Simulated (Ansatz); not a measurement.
# CoPdO2 (R-3m): one cell, many starting occupations (series 2)

Task: map the metastable states of CoPdO2 (R-3m) by varying the start. Cell and atoms stay fixed.

Program: Ansatz 0.2.0. Level of theory: DFT PBE without U, plane waves, PAW. These are calculated values, not measurements.

## Step 1: Starting point

It takes space group R-3m (No. 166, trigonal). Conventional cell: a = 2.845 Å, b = 2.845 Å, c = 17.880 Å, α = 90.00°, β = 90.00°, γ = 120.00°. Co (site symmetry -3m) is surrounded by 6 O at 1.91 Å. Pd (site symmetry -3m) has 2 O at 2.01 Å as nearest neighbours. O (site symmetry 3m) has 3 Co at 1.91 Å and 1 Pd at 2.01 Å as nearest neighbours.

Coordinates:

```cif
data_structure
_symmetry_space_group_name_H-M 'P 1'
_symmetry_Int_Tables_number 1
_cell_length_a 6.1822
_cell_length_b 6.1822
_cell_length_c 6.1822
_cell_angle_alpha 26.605
_cell_angle_beta 26.605
_cell_angle_gamma 26.605
_cell_volume 41.78
loop_
_atom_site_label
_atom_site_type_symbol
_atom_site_fract_x
_atom_site_fract_y
_atom_site_fract_z
_atom_site_occupancy
Co1 Co 0.50000 0.50000 0.50000 1
Pd1 Pd 0.00000 0.00000 0.00000 1
O1 O 0.11215 0.11215 0.11215 1
O2 O 0.88785 0.88785 0.88785 1
```

Magnetic order typed: ferromagnetic.

The runs: random orbitals: single harmonics, second filling; random orbitals: fully mixed, first filling; random orbitals: single harmonics, first filling; random orbitals: fully mixed, one electron fewer; random orbitals: drawn by pairs, first filling.

An earlier series on this cell reached its lowest free state from «random orbitals: single harmonics, first filling», perhaps among other starts.

## Step 2: Random orbitals: single harmonics, second filling

input.yaml

```yaml
crystal:
  lattice:
    - [1.42249981, 0.82128065, 5.96000126]
    - [-1.42249981, 0.82128065, 5.96000126]
    - [0.0, -1.6425613, 5.96000126]
  atoms:
    - { symbol: Co, position: [0.5, 0.5, 0.5], spin: 1.0 }
    - { symbol: Pd, position: [0.0, 0.0, 0.0], spin: 0.3 }
    - { symbol: O, position: [0.11215, 0.11215, 0.11215] }
    - { symbol: O, position: [0.88785, 0.88785, 0.88785] }
basis:
  ecutwfc: 420
  ecutrho_ratio: 4
kpoints:
  mp_grid: { grid: [8, 8, 8] }
hamiltonian:
  xc: pbe
  hubbard:
    sites:
      - { site: 0, l: d, u_eff: 0.0, starting_ns: [{ spin: up, occupation_matrix: s0up }, { spin: down, occupation_matrix: s0down }] }
      - { site: 1, l: d, u_eff: 0.0, starting_ns: [{ spin: up, occupation_matrix: s1up }, { spin: down, occupation_matrix: s1down }] }
    occupation_matrices:
      s0up:
        matrix:
          - [0.97, 0.0, 0.0, 0.0, 0.0]
          - [0.0, 0.02, 0.0, 0.0, 0.0]
          - [0.0, 0.0, 0.97, 0.0, 0.0]
          - [0.0, 0.0, 0.0, 0.97, 0.0]
          - [0.0, 0.0, 0.0, 0.0, 0.97]
      s0down:
        matrix:
          - [0.02, 0.0, 0.0, 0.0, 0.0]
          - [0.0, 0.02, 0.0, 0.0, 0.0]
          - [0.0, 0.0, 0.97, 0.0, 0.0]
          - [0.0, 0.0, 0.0, 0.97, 0.0]
          - [0.0, 0.0, 0.0, 0.0, 0.97]
      s1up:
        matrix:
          - [0.97, 0.0, 0.0, 0.0, 0.0]
          - [0.0, 0.97, 0.0, 0.0, 0.0]
          - [0.0, 0.0, 0.97, 0.0, 0.0]
          - [0.0, 0.0, 0.0, 0.97, 0.0]
          - [0.0, 0.0, 0.0, 0.0, 0.02]
      s1down:
        matrix:
          - [0.97, 0.0, 0.0, 0.0, 0.0]
          - [0.0, 0.97, 0.0, 0.0, 0.0]
          - [0.0, 0.0, 0.97, 0.0, 0.0]
          - [0.0, 0.0, 0.0, 0.02, 0.0]
          - [0.0, 0.0, 0.0, 0.0, 0.97]
    ns_hold: { iters: 12 }
scf:
  occupations: { method: gaussian, width: 0.05 }
  lower_state_search: "off"
  max_iter: 150
output:
  forces: true
  stress: true
  eigenvalues: true
  populations: true
  hubbard: { sites: [{ site: 0, l: d }, { site: 1, l: d }] }
magnetization:
  spin_polarized: true
```

The typed matrices put 0.97 on the chosen orbitals and 0.02 on the others, and are held for 12 cycles.

Command:

```bash
> ansatz run input.yaml --threads 2 --pin off --max-ram 3072MiB --backend cpu --events-out ev --progress --plain --runs-dir out
```

Output, cut to the lines that bear on the results:

```text
Warning: crystal.symmetry: narrowed to the stabiliser of the occupation matrices — unitary ops 12 → 4; lowered by the specified shells (site 0, l: d), (site 1, l: d); largest admitted image defect 4.4e-16, smallest excluded 7.1e-1 — at a splitting's scale: the group the occupation [...]
Warning: RAYON_NUM_THREADS=2 ignored (pool sized by the plan → 2); use --threads N
[...]
Co: projections on atomic orbitals take those of the free atom [Ne] 3s2 3p6 3d7 4s2, of charge +0.00 (hamiltonian.pseudopotentials.projection_atoms); the dataset's partial waves leave at most 1.4e-6 of an orbital's norm unspanned inside its sphere
Pd: projections on atomic orbitals take those of the free atom [Ar 3d10] 4s2 4p6 4d10, of charge +0.00 (hamiltonian.pseudopotentials.projection_atoms); the dataset's partial waves leave at most 1.0e-5 of an orbital's norm unspanned inside its sphere
O: projections on atomic orbitals take those of the free atom [He] 2s2 2p4, of charge +0.00 (hamiltonian.pseudopotentials.projection_atoms); the dataset's partial waves leave at most 1.9e-8 of an orbital's norm unspanned inside its sphere
[...]
Pseudopotentials: kind: paw
Pseudopotential: Co, paw, valence charge 17, recommended cutoff 420 eV (normal), Co.paw.azcp
Pseudopotential: Pd, paw, valence charge 18, recommended cutoff 420 eV (normal), Pd.paw.azcp
Pseudopotential: O, paw, valence charge 6, recommended cutoff 420 eV (normal), O.paw.azcp
Functional definition: PBE
[...]
Crystal: 4 atoms, lattice volume = 41.777 Å³
Basis set: ecut = 420 eV, 829 PW (Γ), FFT grids on a1−a3, a2−a3, a3, exchange–correlation on 40×40×90 points (8 copies of the dense FFT grid, shifted against one another)
[...]
WARN: hamiltonian.hubbard: on 4 of 4 specified blocks the occupation matrix of this SCF's result fails the test of the specified filling. At site 0 ↑ (sites count from 0 in the list of atoms of the cell that this SCF solves) the least filled combination of the orbitals specified full has [...]
  atom   2  Pd     0.00000000     0.00000000     0.00000000
  atom   3  O      0.00000000    -0.00000029     0.21970469
  atom   4  O      0.00000000     0.00000029    -0.21970469
[...]
--- Stress (GPa, compression-positive) ---
        2.025616       0.000000       0.000000
        0.000000       2.025596       0.000002
        0.000000       0.000003       1.001320
  P = ⅓ Tr σ = 1.6842 GPa (16.842 kbar)
--- Band table (eV; the first three rows and the last of 300) ---
[...]
Occupation matrices written to <dir>
--- Löwdin populations: 4 sites ---
  site symbol       q [e]    m [muB]
     0     Co     15.9675     0.0169
     1     Pd     17.0678     0.0846
     2      O      6.7532     0.0099
     3      O      6.7532     0.0099
  spilling = 0.009753 (of n_electrons = 47.000000)
--- Occupation matrices: 2 shells (run DFT+U table (all-electron-ortho-atomic); ε = 2.00e-2, provisional) ---
  Co0 d_3D: site group D3d (-3m)
  Co0 d_3D up     Tr n = 3.7083  λ = 0.406 0.406 0.960 0.960 0.978  [2× yz 0.33 Eg(1.00) | 3× z2 0.33 Eg(0.67)]
  Co0 d_3D dn     Tr n = 3.6917  λ = 0.405 0.405 0.960 0.960 0.962  [2× xz 0.33 Eg(1.00) | 3× z2 0.33 Eg(0.67)]
  specified occupation → Co0 d_3D up: matrix, ‖Δ‖_F = 0.9070, Tr Δ = +0.1917, displaced = 0.7569, d_λ = 0.6837; orbital distance = 0.9152
  specified occupation → Co0 d_3D dn: matrix, ‖Δ‖_F = 1.3087, Tr Δ = -0.7417, displaced = 1.2250, d_λ = 0.5442; orbital distance = 1.6359
  Pd1 d_4D: site group D3d (-3m)
  Pd1 d_4D up     Tr n = 4.5797  λ = 0.686 0.968 0.968 0.978 0.978  [z2 1.00 A1g(1.00) | 4× xz 0.25 Eg(1.00)]
  Pd1 d_4D dn     Tr n = 4.4951  λ = 0.641 0.954 0.954 0.973 0.973  [z2 1.00 A1g(1.00) | 4× xz 0.25 Eg(1.00)]
  specified occupation → Pd1 d_4D up: matrix, ‖Δ‖_F = 0.9967, Tr Δ = -0.6797, displaced = 0.6252, d_λ = 0.6663; orbital distance = 1.4142
  specified occupation → Pd1 d_4D dn: matrix, ‖Δ‖_F = 0.9925, Tr Δ = -0.5951, displaced = 0.6423, d_λ = 0.6215; orbital distance = 1.4142
  Tr n, λ and their labels are of the run-group-symmetrised matrices; stabiliser: 12 of 24 elements of G0×{1,Θ} (closed), max defect 1.1e-5 at τ = 4.2e-3
```

Run time: 48 s. Hardware: 2 threads of Arm Neoverse V1, shared host; peak memory 0.63 GiB.

Result: no gap, pressure 1.7 GPa, moments in spheres Pd 0.08 μB, largest force component 0.22 eV/Å, 4 symmetry operations imposed. The program reports that the typed filling wasn't kept.

How the shells are filled (orbitals counted by the eigenvalues of the occupation matrices):

| shell | channel | electrons | over 0.8 | 0.2 to 0.8 | under 0.2 |
| --- | --- | --- | --- | --- | --- |
| Co 3d (atom 1) | up | 3.71 | 3 | 2 | 0 |
| Co 3d (atom 1) | down | 3.69 | 3 | 2 | 0 |
| Pd 4d (atom 2) | up | 4.58 | 4 | 1 | 0 |
| Pd 4d (atom 2) | down | 4.50 | 4 | 1 | 0 |

## Step 3: Random orbitals: fully mixed, first filling

input.yaml

```yaml
crystal:
  lattice:
    - [1.42249981, 0.82128065, 5.96000126]
    - [-1.42249981, 0.82128065, 5.96000126]
    - [0.0, -1.6425613, 5.96000126]
  atoms:
    - { symbol: Co, position: [0.5, 0.5, 0.5], spin: 3.0 }
    - { symbol: Pd, position: [0.0, 0.0, 0.0], spin: 2.0 }
    - { symbol: O, position: [0.11215, 0.11215, 0.11215] }
    - { symbol: O, position: [0.88785, 0.88785, 0.88785] }
basis:
  ecutwfc: 420
  ecutrho_ratio: 4
kpoints:
  mp_grid: { grid: [8, 8, 8] }
hamiltonian:
  xc: pbe
  hubbard:
    sites:
      - { site: 0, l: d, u_eff: 0.0, starting_ns: [{ spin: up, occupation_matrix: s0up }, { spin: down, occupation_matrix: s0down }] }
      - { site: 1, l: d, u_eff: 0.0, starting_ns: [{ spin: up, occupation_matrix: s1up }, { spin: down, occupation_matrix: s1down }] }
    occupation_matrices:
      s0up:
        matrix:
          - [0.97, 0.0, 0.0, 0.0, 0.0]
          - [0.0, 0.97, 0.0, 0.0, 0.0]
          - [0.0, 0.0, 0.97, 0.0, 0.0]
          - [0.0, 0.0, 0.0, 0.97, 0.0]
          - [0.0, 0.0, 0.0, 0.0, 0.97]
      s0down:
        matrix:
          - [0.59399, -0.40918, -0.07726, 0.18865, -0.08271]
          - [-0.40918, 0.32974, -0.05984, -0.16508, 0.00724]
          - [-0.07726, -0.05984, 0.76222, 0.16948, 0.34051]
          - [0.18865, -0.16508, 0.16948, 0.13389, 0.06052]
          - [-0.08271, 0.00724, 0.34051, 0.06052, 0.18016]
      s1up:
        matrix:
          - [0.97, 0.0, 0.0, 0.0, 0.0]
          - [0.0, 0.97, 0.0, 0.0, 0.0]
          - [0.0, 0.0, 0.97, 0.0, 0.0]
          - [0.0, 0.0, 0.0, 0.97, 0.0]
          - [0.0, 0.0, 0.0, 0.0, 0.97]
      s1down:
        matrix:
          - [0.64298, 0.42229, -0.05511, 0.11437, 0.09633]
          - [0.42229, 0.40417, 0.12363, -0.0231, -0.15241]
          - [-0.05511, 0.12363, 0.82651, -0.29946, 0.08791]
          - [0.11437, -0.0231, -0.29946, 0.17299, 0.13655]
          - [0.09633, -0.15241, 0.08791, 0.13655, 0.90334]
    ns_hold: { iters: 5 }
scf:
  occupations: { method: gaussian, width: 0.05 }
  lower_state_search: "off"
  max_iter: 150
output:
  forces: true
  stress: true
  eigenvalues: true
  populations: true
  hubbard: { sites: [{ site: 0, l: d }, { site: 1, l: d }] }
magnetization:
  spin_polarized: true
```

The typed matrices put 0.97 on the chosen orbitals and 0.02 on the others, and are held for 5 cycles.

Command:

```bash
> ansatz run input.yaml --threads 2 --pin off --max-ram 3072MiB --backend cpu --events-out ev --progress --plain --runs-dir out
```

Output, cut to the lines that bear on the results:

```text
Warning: crystal.symmetry: narrowed to the stabiliser of the occupation matrices — unitary ops 12 → 2; lowered by the specified shells (site 0, l: d), (site 1, l: d); largest admitted image defect 4.4e-16, smallest excluded 6.2e-1 — at a splitting's scale: the group the occupation [...]
Warning: RAYON_NUM_THREADS=2 ignored (pool sized by the plan → 2); use --threads N
[...]
Co: projections on atomic orbitals take those of the free atom [Ne] 3s2 3p6 3d7 4s2, of charge +0.00 (hamiltonian.pseudopotentials.projection_atoms); the dataset's partial waves leave at most 1.4e-6 of an orbital's norm unspanned inside its sphere
Pd: projections on atomic orbitals take those of the free atom [Ar 3d10] 4s2 4p6 4d10, of charge +0.00 (hamiltonian.pseudopotentials.projection_atoms); the dataset's partial waves leave at most 1.0e-5 of an orbital's norm unspanned inside its sphere
O: projections on atomic orbitals take those of the free atom [He] 2s2 2p4, of charge +0.00 (hamiltonian.pseudopotentials.projection_atoms); the dataset's partial waves leave at most 1.9e-8 of an orbital's norm unspanned inside its sphere
[...]
[... 1 set-up line as earlier in the session ...]
[...]
WARN: the starting moments were not kept: the SCF closed with an absolute magnetisation of 8.9e-6 μB, where they sum to 5 μB in size (2 sites). That is at most 0.1 of that sum. Measured as dr2_m measures the in/out step, that magnetisation stands 4.4e-11 eV from none, at or under the [...]
     2      O      6.7530    -0.0000
     3      O      6.7530    -0.0000
  spilling = 0.009744 (of n_electrons = 47.000000)
--- Occupation matrices: 2 shells (run DFT+U table (all-electron-ortho-atomic); ε = 2.00e-2, provisional) ---
  Co0 d_3D: site group D3d (-3m)
  Co0 d_3D up     Tr n = 3.6999  λ = 0.405 0.405 0.960 0.960 0.970  [2× xz 0.33 Eg(1.00) | 3× z2 0.33 Eg(0.67)]
  Co0 d_3D dn     Tr n = 3.6999  λ = 0.405 0.405 0.960 0.960 0.970  [2× yz 0.33 Eg(1.00) | 3× z2 0.33 Eg(0.67)]
  specified occupation → Co0 d_3D up: matrix, ‖Δ‖_F = 0.7987, Tr Δ = +1.1501, displaced = 0.5750, d_λ = 0.7987; orbital distance = 0.0000
  specified occupation → Co0 d_3D dn: matrix, ‖Δ‖_F = 1.4994, Tr Δ = -1.6999, displaced = 1.5507, d_λ = 1.0864; orbital distance = 1.4173
  Pd1 d_4D: site group D3d (-3m)
  Pd1 d_4D up     Tr n = 4.5378  λ = 0.664 0.963 0.963 0.974 0.974  [z2 1.00 A1g(1.00) | 4× xz 0.25 Eg(1.00)]
  Pd1 d_4D dn     Tr n = 4.5378  λ = 0.664 0.963 0.963 0.974 0.974  [z2 1.00 A1g(1.00) | 4× xz 0.25 Eg(1.00)]
  specified occupation → Pd1 d_4D up: matrix, ‖Δ‖_F = 0.3067, Tr Δ = +0.3122, displaced = 0.1647, d_λ = 0.3067; orbital distance = 0.0000
  specified occupation → Pd1 d_4D dn: matrix, ‖Δ‖_F = 1.3049, Tr Δ = -1.5878, displaced = 1.0230, d_λ = 1.1416; orbital distance = 1.3167
  Tr n, λ and their labels are of the run-group-symmetrised matrices; stabiliser: 24 of 24 elements of G0×{1,Θ} (closed), max defect 7.8e-6 at τ = 4.2e-3
```

Caution: the run may have ended on a state that is not the lowest.

Run time: 77 s. Hardware: 2 threads of Arm Neoverse V1, shared host; peak memory 0.89 GiB.

End state: no gap, pressure 1.7 GPa, no moment over 0.05 μB in any sphere, largest force component 0.22 eV/Å, 2 symmetry operations imposed. The program reports that the typed filling wasn't kept. It flags that the state may be a saddle point.

How the shells are filled (orbitals counted by the eigenvalues of the occupation matrices):

| shell | channel | electrons | over 0.8 | 0.2 to 0.8 | under 0.2 |
| --- | --- | --- | --- | --- | --- |
| Co 3d (atom 1) | up | 3.70 | 3 | 2 | 0 |
| Co 3d (atom 1) | down | 3.70 | 3 | 2 | 0 |
| Pd 4d (atom 2) | up | 4.54 | 4 | 1 | 0 |
| Pd 4d (atom 2) | down | 4.54 | 4 | 1 | 0 |

## Step 4: Random orbitals: single harmonics, first filling

input.yaml: that of step 3 with these lines changed.

```diff
@@ -31,7 +31,7 @@
         matrix:
-          - [0.59399, -0.40918, -0.07726, 0.18865, -0.08271]
-          - [-0.40918, 0.32974, -0.05984, -0.16508, 0.00724]
-          - [-0.07726, -0.05984, 0.76222, 0.16948, 0.34051]
-          - [0.18865, -0.16508, 0.16948, 0.13389, 0.06052]
-          - [-0.08271, 0.00724, 0.34051, 0.06052, 0.18016]
+          - [0.02, 0.0, 0.0, 0.0, 0.0]
+          - [0.0, 0.02, 0.0, 0.0, 0.0]
+          - [0.0, 0.0, 0.97, 0.0, 0.0]
+          - [0.0, 0.0, 0.0, 0.02, 0.0]
+          - [0.0, 0.0, 0.0, 0.0, 0.97]
       s1up:
@@ -45,8 +45,8 @@
         matrix:
-          - [0.64298, 0.42229, -0.05511, 0.11437, 0.09633]
-          - [0.42229, 0.40417, 0.12363, -0.0231, -0.15241]
-          - [-0.05511, 0.12363, 0.82651, -0.29946, 0.08791]
-          - [0.11437, -0.0231, -0.29946, 0.17299, 0.13655]
-          - [0.09633, -0.15241, 0.08791, 0.13655, 0.90334]
-    ns_hold: { iters: 5 }
+          - [0.97, 0.0, 0.0, 0.0, 0.0]
+          - [0.0, 0.02, 0.0, 0.0, 0.0]
+          - [0.0, 0.0, 0.97, 0.0, 0.0]
+          - [0.0, 0.0, 0.0, 0.02, 0.0]
+          - [0.0, 0.0, 0.0, 0.0, 0.97]
+    ns_hold: { iters: 12 }
 scf:
```

The typed matrices put 0.97 on the chosen orbitals and 0.02 on the others, and are held for 12 cycles.

Command:

```bash
> ansatz run input.yaml --threads 2 --pin off --max-ram 3072MiB --backend cpu --events-out ev --progress --plain --runs-dir out
```

Output, cut to the lines that bear on the results:

```text
Warning: crystal.symmetry: narrowed to the stabiliser of the occupation matrices — unitary ops 12 → 4; lowered by the specified shells (site 0, l: d), (site 1, l: d); largest admitted image defect 4.4e-16, smallest excluded 7.1e-1 — at a splitting's scale: the group the occupation [...]
Warning: RAYON_NUM_THREADS=2 ignored (pool sized by the plan → 2); use --threads N
[...]
Co: projections on atomic orbitals take those of the free atom [Ne] 3s2 3p6 3d7 4s2, of charge +0.00 (hamiltonian.pseudopotentials.projection_atoms); the dataset's partial waves leave at most 1.4e-6 of an orbital's norm unspanned inside its sphere
Pd: projections on atomic orbitals take those of the free atom [Ar 3d10] 4s2 4p6 4d10, of charge +0.00 (hamiltonian.pseudopotentials.projection_atoms); the dataset's partial waves leave at most 1.0e-5 of an orbital's norm unspanned inside its sphere
[...]
  Co0 d_3D: site group D3d (-3m)
  Co0 d_3D up     Tr n = 3.7083  λ = 0.406 0.406 0.960 0.960 0.978  [2× xz 0.33 Eg(1.00) | 3× z2 0.33 Eg(0.67)]
  Co0 d_3D dn     Tr n = 3.6917  λ = 0.405 0.405 0.960 0.960 0.962  [2× yz 0.33 Eg(1.00) | 3× z2 0.33 Eg(0.67)]
  specified occupation → Co0 d_3D up: matrix, ‖Δ‖_F = 0.7982, Tr Δ = +1.1417, displaced = 0.5786, d_λ = 0.7982; orbital distance = 0.0000
  specified occupation → Co0 d_3D dn: matrix, ‖Δ‖_F = 1.4965, Tr Δ = -1.6917, displaced = 1.5604, d_λ = 1.0861; orbital distance = 1.4142
  Pd1 d_4D: site group D3d (-3m)
  Pd1 d_4D up     Tr n = 4.5797  λ = 0.686 0.968 0.968 0.978 0.978  [z2 1.00 A1g(1.00) | 4× xz 0.25 Eg(1.00)]
  Pd1 d_4D dn     Tr n = 4.4951  λ = 0.641 0.954 0.954 0.973 0.973  [z2 1.00 A1g(1.00) | 4× xz 0.25 Eg(1.00)]
  specified occupation → Pd1 d_4D up: matrix, ‖Δ‖_F = 0.2840, Tr Δ = +0.2703, displaced = 0.1518, d_λ = 0.2840; orbital distance = 0.0000
  specified occupation → Pd1 d_4D dn: matrix, ‖Δ‖_F = 1.3744, Tr Δ = -1.5451, displaced = 1.1152, d_λ = 1.1219; orbital distance = 1.5000
  Tr n, λ and their labels are of the run-group-symmetrised matrices; stabiliser: 12 of 24 elements of G0×{1,Θ} (closed), max defect 1.5e-5 at τ = 4.2e-3
```

Wall time 57 s (2 threads of Arm Neoverse V1, shared host); peak memory 0.62 GiB.

It ends with no gap, pressure 1.7 GPa, moments in spheres Pd 0.08 μB, largest force component 0.22 eV/Å, 4 symmetry operations imposed. The program reports that the typed filling wasn't kept.

How the shells are filled (orbitals counted by the eigenvalues of the occupation matrices):

| shell | channel | electrons | over 0.8 | 0.2 to 0.8 | under 0.2 |
| --- | --- | --- | --- | --- | --- |
| Co 3d (atom 1) | up | 3.71 | 3 | 2 | 0 |
| Co 3d (atom 1) | down | 3.69 | 3 | 2 | 0 |
| Pd 4d (atom 2) | up | 4.58 | 4 | 1 | 0 |
| Pd 4d (atom 2) | down | 4.50 | 4 | 1 | 0 |

(Part 1 of 2 ends here.)
